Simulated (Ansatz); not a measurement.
# BAs (Pm-3m) in Ansatz: notebook, part 2 of 2

Ansatz 0.2.0. The steps go on from the part before.

### Step 5. Relaxation of cell and atoms, RPBE

The input, input.yaml:

```yaml
crystal:
  lattice:
    - [2.93437, 0.0, 0.0]
    - [0.0, 2.93437, 0.0]
    - [0.0, 0.0, 2.93437]
  atoms:
    - { symbol: B, position: [0.5, 0.5, 0.5] }
    - { symbol: As, position: [0.0, 0.0, 0.0] }
hamiltonian:
  xc: rpbe
  pseudopotentials: { kind: paw }
kpoints:
  mp_grid: { grid: [9, 9, 9] }
scf:
  occupations: { method: fermi_dirac, width: 0.05 }
output:
  forces: true
  stress: true
  eigenvalues: true
relax:
  f_tol: 0.01
  max_steps: 40
  cell: { stress_tol: 0.05 }
```

Potentials or basis: Ansatz PAW.

Command:

```
$ ansatz run input.yaml --threads 2 --pin off --max-ram 5632MiB --backend cpu --events-out ev --progress --plain --runs-dir out
```

Output:

```text
Warning: RAYON_NUM_THREADS=2 ignored (pool sized by the plan → 2); use --threads N
Engine: ansatz 0.2.0, aarch64-unknown-linux-gnu
Pseudopotentials: kind: paw
Pseudopotential: B, paw, valence charge 3, recommended cutoff 420 eV (normal), B.paw.azcp
Pseudopotential: As, paw, valence charge 15, recommended cutoff 420 eV (normal), As.paw.azcp
Functional definition: RPBE
  parameter kappa = 0.804
  parameter beta = 0.06672455060314922
  exchange = rpbe_x(kappa = kappa, mu = beta*pi^2/3)
  correlation = pbe_c(beta = beta)
Crystal: 2 atoms, lattice volume = 25.266 Å³
Basis set: ecut = 420 eV, 485 PW (Γ), exchange–correlation on 40×40×40 points (8 copies of the dense FFT grid, shifted against one another)
Bands: 13, of which v1, the nominal top of the filled ones, is band 9 counted from 1 (8 counted from 0)
Symmetry: 48 space group operations
Space group: Pm-3m (ITA 221), of the structure as read, at distance tolerance 2.9e-5 Å
k-points: 35 of 729
Non-local potential: B, projectors of the file, l = 0: 2, l = 1: 2, l = 2: 1
Non-local potential: As, projectors of the file, l = 0: 2, l = 1: 2, l = 2: 3, l = 3: 1
PAW form: soft (Blöchl's): semilocal exchange-correlation on the pseudo side does not see the compensation charge
PAW frozen core: B, regenerated for the run's functional, and the local potential with it (the file was generated under x = pbe(κ = 0.804, μ = 0.2195149727645171), c = pbe(β = 0.06672455060314922))
PAW frozen core: As, regenerated for the run's functional, and the local potential with it (the file was generated under x = pbe(κ = 0.804, μ = 0.2195149727645171), c = pbe(β = 0.06672455060314922))
PAW one-centre angular grid: B, 110 points (default); XC on 64 Gauss nodes
PAW one-centre angular grid: As, 590 points (default); XC on 64 Gauss nodes
Initial density: superposition of atomic densities (neutral atoms: chi_scale 0, normalization atom), corrected by the library's trained network
Initial wavefunctions: pseudopotential atomic-orbital guess
Functional: x = rpbe, c = pbe(β = 0.06672455060314922)
SCF iter   1: F=—  HF=-5015.963036 eV  |F-HF|=—  |Δ(HF+E_count)|=         —  Δρ=2.19e-3  dr2=6.13e-4  ethr=1.77e-3  ⟨swp⟩=5.0  Hψ=5223  notcnv=0  defer=4
automatic band count: the SCF goes on with 17 bands, as 13 were too few: the levels above may hold too much charge
preconditioner: auto → none  [metal: Δε(μ)=0.098 eV  Ē_g=15.652 eV  σ=0.050 eV  W_gap=0.45  n_scr=6 (ndim 8)  ℏωp=20.9 eV  f_vac=0.000  D(μ)=1.21/eV (n_scr^D=6)  sad-step TF]
SCF iter   2: F=—  HF=-5015.962820 eV  |F-HF|=—  |Δ(HF+E_count)|=   2.15e-4  Δρ=1.35e-3  dr2=2.53e-4  ethr=3.40e-6  ⟨swp⟩=2.1  Hψ=1155  notcnv=0  defer=21
SCF iter   3: F=—  HF=-5015.962854 eV  |F-HF|=—  |Δ(HF+E_count)|=   3.32e-5  Δρ=3.74e-4  dr2=2.25e-5  ethr=1.40e-6  ⟨swp⟩=2.3  Hψ=641  notcnv=0  defer=21
SCF iter   4: F=—  HF=-5015.962862 eV  |F-HF|=—  |Δ(HF+E_count)|=   8.04e-6  Δρ=3.95e-5  dr2=4.49e-7  ethr=1.25e-7  ⟨swp⟩=2.3  Hψ=812  notcnv=0  defer=21
iter 5 did not close the SCF: its close was put off for the readings that it lacked (scf_convergence_deferred on its scf_iter line)
SCF iter   5: F=-5015.962862 eV  HF=-5015.962862 eV  |F-HF|=2.21e-8  |Δ(HF+E_count)|=   7.36e-9  Δρ=7.75e-6  dr2=2.09e-8  ethr=2.49e-9  ⟨swp⟩=2.1  Hψ=640  notcnv=0  defer=21
SCF iter   6: F=-5015.962862 eV  HF=-5015.962862 eV  |F-HF|=1.05e-9  |Δ(HF+E_count)|=   8.75e-9  Δρ=1.77e-6  dr2=8.77e-10  ethr=1.16e-10  ⟨swp⟩=4.0  Hψ=2255  notcnv=0
SCF 1 converged in 6 iterations: F = -5015.962862 eV  dr2 = 8.77e-10
relax step   1: F+E_penalty+E_count = -5015.96286156 eV  Δ(F+E_penalty+E_count) = +0.000e0 eV  max|allowed force component| = 7.149e-31 eV/Å  Δτ_max = 0.0000 Å  P = +2.177 GPa  Ω = 25.266 Å³  (6 SCF iters, dr2 threshold 1.00e-7 eV, accepted)
Crystal: 2 atoms, lattice volume = 25.861 Å³
Bands: 17, of which v1, the nominal top of the filled ones, is band 9 counted from 1 (8 counted from 0)
Initial density: handed on by an earlier stage of this run
Initial wavefunctions: those handed on with the density
iter 1 solved again at ethr=6.48e-6 eV; its pass at ethr=3.10e-3 eV (dr2=1.17e-3 eV) is discarded
SCF iter   1: F=—  HF=-5015.966550 eV  |F-HF|=—  |Δ(HF+E_count)|=         —  Δρ=1.67e-3  dr2=1.18e-3  ethr=6.48e-6  ⟨swp⟩=2.0  Hψ=3320  notcnv=0
preconditioner: auto → none  [metal: Δε(μ)=0.034 eV  Ē_g=15.433 eV  σ=0.050 eV  W_gap=0.17  n_scr=6 (ndim 8)  ℏωp=20.7 eV  f_vac=0.000  D(μ)=1.32/eV (n_scr^D=18)]
SCF iter   2: F=—  HF=-5015.966274 eV  |F-HF|=—  |Δ(HF+E_count)|=   2.76e-4  Δρ=7.56e-4  dr2=2.38e-4  ethr=6.48e-6  ⟨swp⟩=1.0  Hψ=595  notcnv=0
[... 24 lines left out ...]
preconditioner: auto → none  [metal: Δε(μ)=0.049 eV  Ē_g=15.445 eV  σ=0.050 eV  W_gap=0.23  n_scr=6 (ndim 8)  ℏωp=20.7 eV  f_vac=0.000  D(μ)=1.31/eV (n_scr^D=18)]
SCF iter   2: F=—  HF=-5015.966558 eV  |F-HF|=—  |Δ(HF+E_count)|=   2.62e-6  Δρ=1.66e-5  dr2=1.04e-8  ethr=1.66e-10  ⟨swp⟩=2.0  Hψ=910  notcnv=0
SCF iter   3: F=—  HF=-5015.966558 eV  |F-HF|=—  |Δ(HF+E_count)|=   7.79e-8  Δρ=4.79e-6  dr2=8.22e-10  ethr=5.79e-11  ⟨swp⟩=2.0  Hψ=734  notcnv=0
SCF iter   4: F=—  HF=-5015.966558 eV  |F-HF|=—  |Δ(HF+E_count)|=   7.07e-9  Δρ=4.55e-7  dr2=2.24e-11  ethr=4.57e-12  ⟨swp⟩=2.0  Hψ=901  notcnv=0
iter 5 did not close the SCF: its close was put off for the readings that it lacked (scf_convergence_deferred on its scf_iter line)
SCF iter   5: F=-5015.966558 eV  HF=-5015.966558 eV  |F-HF|=1.82e-12  |Δ(HF+E_count)|=  2.00e-11  Δρ=2.66e-8  dr2=6.11e-14  ethr=1.00e-12  ⟨swp⟩=1.0  Hψ=595  notcnv=0
SCF iter   6: F=-5015.966558 eV  HF=-5015.966558 eV  |F-HF|=0.00e0  |Δ(HF+E_count)|=  1.82e-12  Δρ=4.65e-9  dr2=1.31e-15  ethr=1.00e-12  ⟨swp⟩=3.0  Hψ=1756  notcnv=0
SCF 4 converged in 6 iterations: F = -5015.966558 eV  dr2 = 1.31e-15
relax step   4: F+E_penalty+E_count = -5015.96655799 eV  Δ(F+E_penalty+E_count) = -3.051e-4 eV  max|allowed force component| = 2.597e-30 eV/Å  Δτ_max = 0.0000 Å  P = +0.008 GPa  Ω = 25.819 Å³  stress off target by 8.08e-3 GPa  SCF on the basis re-selected at this cell (its energy is not comparable with the rows above)  (6 SCF iters)
basis re-selected at this cell: Δ(F+E_penalty+E_count) = -3.051e-4 eV, ΔP = +0.014 GPa vs the last step (what re-selecting the basis moved, of the pressure what is left beyond the Pulay correction that the steps carried, after the strain that the cell walked since its last selection, with what the two solves' SCF thresholds leave and, on support functions, any second-order correction that the steps lacked; it is no measure of the basis error at this ecutwfc). This SCF's stress stands 8.08e-3 GPa from its target on what of the cell is left free (relax.cell.stress_tol is 5.00e-2 GPa) and its largest allowed force component is 2.60e-30 eV/Å (relax.f_tol is 1.00e-2 eV/Å): within both
SCF converged after 6 iterations
Free energy (F): -5015.966558 eV
Harris-Foulkes:  -5015.966558 eV  (|F-HF|=0.00e0)
Internal energy: -5015.956459 eV  (E = F + TS)
E sigma→0 (E₀):  -5015.961509 eV
Entropy (-TS):   -0.010099 eV (-5.049 meV/atom)
Fermi energy:    12.207035 eV
--- Per-component energies (eV) ---
  E_band       = -188.838816
  E_kinetic    = 141.574945
  E_local      = -1564.304342  (includes V_loc(G=0)·N_el)
  E_nonlocal   = -657.887694
  E_hartree    = 887.098108
  E_xc         = -109.380175
  E_vxc        = -114.740292  (∫ρ·V_xc dr)
  E_paw        = -1919.675313  (= ΣΔE_a)
  E_vpaw       = 232.322347  (= ΣTr[D̂ρ^β])
  E_aug_tail   = 0.000005  (compensation charges beyond the density's cutoff)
  E_ewald      = -1793.137263
  E_core_change = -0.244730  (= ΣΔE_core)
  E_smearing   = -0.010099  (= −TS)
  E_closure    = -0.000000  (closes the sum)
  Σ components = -5015.966558   (vs F -5015.966558, Δ=0.00e0)
--- Forces (eV/Å), atoms counted from 1 ---
  atom   1  B      0.00000000    -0.00000000    -0.00000000
  atom   2  As    -0.00000000    -0.00000000    -0.00000000
  max |Σ_I F_I| component: 4.54e-30 eV/Å
--- Stress (GPa, compression-positive) ---
        0.008085       0.000000      -0.000000
        0.000000       0.008085       0.000000
       -0.000000       0.000000       0.008085
  P = ⅓ Tr σ = 0.0081 GPa (0.081 kbar)
--- Band table (eV; the first three rows and the last of 35) ---
  k-point 0: bands = ["-23.9989", "-23.9989", "-23.9540", "-23.9540", "-23.9540", "-3.2271", "11.5160", "11.5160", "11.5160", "11.9082", "17.9855", "17.9855", "21.5062", "21.5062", "21.5062", "31.4730", "31.4730"]
  k-point 1: bands = ["-23.9987", "-23.9944", "-23.9553", "-23.9553", "-23.9539", "-3.0353", "9.4263", "11.7135", "11.7135", "13.0031", "18.1840", "19.3305", "21.0074", "21.0074", "21.1624", "30.8166", "30.8166"]
  k-point 2: bands = ["-23.9982", "-23.9830", "-23.9587", "-23.9587", "-23.9536", "-2.4683", "6.8568", "12.3005", "12.3005", "13.7357", "18.7760", "19.6087", "19.6806", "19.6806", "22.9860", "28.1973", "30.4095"]
  k-point 34: bands = ["-23.9770", "-23.9770", "-23.9770", "-23.9402", "-23.9402", "4.5062", "8.1533", "8.9594", "8.9594", "9.8717", "11.0958", "11.0958", "12.3770", "31.2208", "31.5549", "31.5549", "38.2735"]
--- Relaxed structure (3 steps of the walk, 3 accepted, 1 SCFs on fresh bases) ---
  F+E_penalty+E_count = -5015.96655799 eV   max|allowed force component| = 2.597e-30 eV/Å   (the final SCF, on the basis selected at the relaxed cell)
  cell:  # Å, volume = 25.8189 Å³
    - [2.9556035278972352, -1.6049416203226962e-34, 2.246918268451775e-34]
    - [-9.62964972193618e-35, 2.9556035278972352, -2.5679065925163143e-34]
    - [2.246918268451775e-34, -2.5679065925163143e-34, 2.9556035278972352]
  atoms:
    - { symbol: B, position: [0.49999999999999994, 0.49999999999999994, 0.49999999999999994] }
    - { symbol: As, position: [-2.448359116514898e-48, -1.7092059159172772e-37, 7.77256862385682e-50] }
```

Wall time 2 s (2 threads of Arm Neoverse V2, shared host); peak memory 0.28 GiB.

Results:

| Quantity | Value |
| --- | --- |
| Free energy | -5015.9666 eV |
| Relaxed volume | 12.91 Å³/atom |
| Relaxed cell | a = 2.956 Å, b = 2.956 Å, c = 2.956 Å, α = 90.00°, β = 90.00°, γ = 90.00° |
| Space group after relaxing (to 0.05 Å) | Pm-3m (No. 221) |
| Energy gained by relaxing | 1.8 meV/atom |
| Ionic steps | 4 |
| Pressure after relaxing | 0.0 GPa |
| Band gap on the k mesh | none (metal or under the smearing width) |

The path:
```csv
step,energy change (eV),largest force (eV/Å),volume (Å³)
1,0.0000,0.0000,25.27
2,-0.0033,0.0000,25.86
3,-0.0034,0.0000,25.82
4,-0.0037,0.0000,25.82
```

Final structure:
```
CELL_PARAMETERS angstrom
2.95560 0.00000 0.00000
0.00000 2.95560 0.00000
0.00000 0.00000 2.95560
ATOMIC_POSITIONS crystal
B 0.50000 0.50000 0.50000
As 0.00000 0.00000 0.00000
```

Caveat: the plane-wave basis is chosen anew once the cell has moved, so the energies of steps on either side of that aren't comparable; the PAW data sets come from PBE, with cores solved anew for the run's functional, which leaves a small shift of forces and pressure.

### Step 6. Relaxation of cell and atoms, revPBE

Changes to input.yaml since step 5:

```diff
@@ -9,3 +9,3 @@
 hamiltonian:
-  xc: rpbe
+  xc: revpbe
   pseudopotentials: { kind: paw }
```

Potentials or basis: Ansatz PAW.

Command:

```
$ ansatz run input.yaml --threads 2 --pin off --max-ram 5632MiB --backend cpu --events-out ev --progress --plain --runs-dir out
```

Run time: 2 s. Hardware: 2 threads of Arm Neoverse V2, shared host; peak memory 0.28 GiB.

It converged, with:

```yaml
Free_energy: -5013.9967 eV
Relaxed_volume: 12.85 Å³/atom
Relaxed_cell: a = 2.951 Å, b = 2.951 Å, c = 2.951 Å, α = 90.00°, β = 90.00°, γ = 90.00°
Space_group_after_relaxing_to_0.05_Å: Pm-3m (No. 221)
Energy_gained_by_relaxing: 1.2 meV/atom
Ionic_steps: 4
Pressure_after_relaxing: 0.0 GPa
Band_gap_on_the_k_mesh: none (metal or under the smearing width)
```

Step by step:
```
step  energy change (eV)  largest force (eV/Å)  volume (Å³)
   1              0.0000                0.0000        25.27
   2             -0.0021                0.0000        25.74
   3             -0.0021                0.0000        25.70
   4             -0.0023                0.0000        25.70
```

Final structure:
```
CELL_PARAMETERS angstrom
2.95120 0.00000 0.00000
0.00000 2.95120 0.00000
0.00000 0.00000 2.95120
ATOMIC_POSITIONS crystal
B 0.50000 0.50000 0.50000
As 0.00000 0.00000 0.00000
```

Levels at points of the mesh, in eV from the Fermi level:
| k point | band 6 | band 7 | band 8 | band 9 | band 10 | band 11 | band 12 | band 13 |
| --- | --- | --- | --- | --- | --- | --- | --- | --- |
| (0.00, 0.00, 0.00) | -15.48 | -0.70 | -0.70 | -0.70 | -0.27 | 5.78 | 5.78 | 9.33 |

Caveat: the plane-wave basis is chosen anew once the cell has moved, so the energies of steps on either side of that aren't comparable; the PAW data sets come from PBE, with cores solved anew for the run's functional, which leaves a small shift of forces and pressure.

### Step 7. Summary

```csv
level,gap on the mesh (eV),pressure (GPa),relaxed volume (Å³/atom)
LDA,none,0.0,11.99
PBE,none,0.0,12.68
PBEsol,none,0.0,12.19
RPBE,none,0.0,12.91
revPBE,none,0.0,12.85
```

Alike in all rows: task relaxation of cell and atoms; potentials or basis Ansatz PAW; no spin polarisation; cell relaxed; k mesh 9 × 9 × 9; cutoff (eV) 420; smearing fermi-dirac 0.05 eV.

Caveats: the plane-wave basis is chosen anew once the cell has moved, so the energies of steps on either side of that aren't comparable; the PAW data sets come from PBE, with cores solved anew for the run's functional, which leaves a small shift of forces and pressure (some runs).

Absolute energies hang on the potentials; compare differences alone.
